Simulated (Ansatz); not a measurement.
**Equation of state of TlBr**

```
Tl Br
1.0
     3.97000    0.00000    0.00000
     0.00000    3.97000    0.00000
     0.00000    0.00000    3.97000
Tl Br
1 1
Cartesian
  0.0000 0.0000 0.0000
  1.9850 1.9850 1.9850
```

The cell is COD entry 9008793, as deposited and not checked against the literature; nothing was relaxed. It is an old determination, and later ones may differ.

Spin–orbit coupling is left out, though it moves levels of the heavy atoms by tenths of an eV or more.

Levels of theory: DFT, PBE, all-electron LAPW, scalar-relativistic (Ansatz 0.2.0); DFT, PBE, PAW with Ansatz's default frozen-core files, scalar-relativistic (Ansatz 0.2.0).

For LAPW: a Γ-centred 8×8×8 k mesh, Fermi–Dirac smearing of 0.03 eV, basis error target 1 meV/atom, no spin polarisation. PAW takes a cutoff of 420 eV at this cell. The Ansatz runs share mesh, smearing and spin set-up. Plane-wave (PAW) pressures include the program's estimate of the Pulay term.

The cell above is scaled evenly, with fractional coordinates and shape held.

```csv
V/V(cell),V (Å³/atom),"P, LAPW (GPa)","P, PAW (GPa)","gap on the k mesh, LAPW (eV)","free energy over the lowest listed, PAW (meV/atom)"
0.9405,29.424,3.33,3.33,1.66,35.3
0.9700,30.347,2.30,2.30,1.75,19.2
1.0000,31.285,1.43,1.43,1.84,8.3
1.0300,32.224,0.69,0.69,1.91,2.2
1.0600,33.163,0.07,0.07,1.99,0.0
```
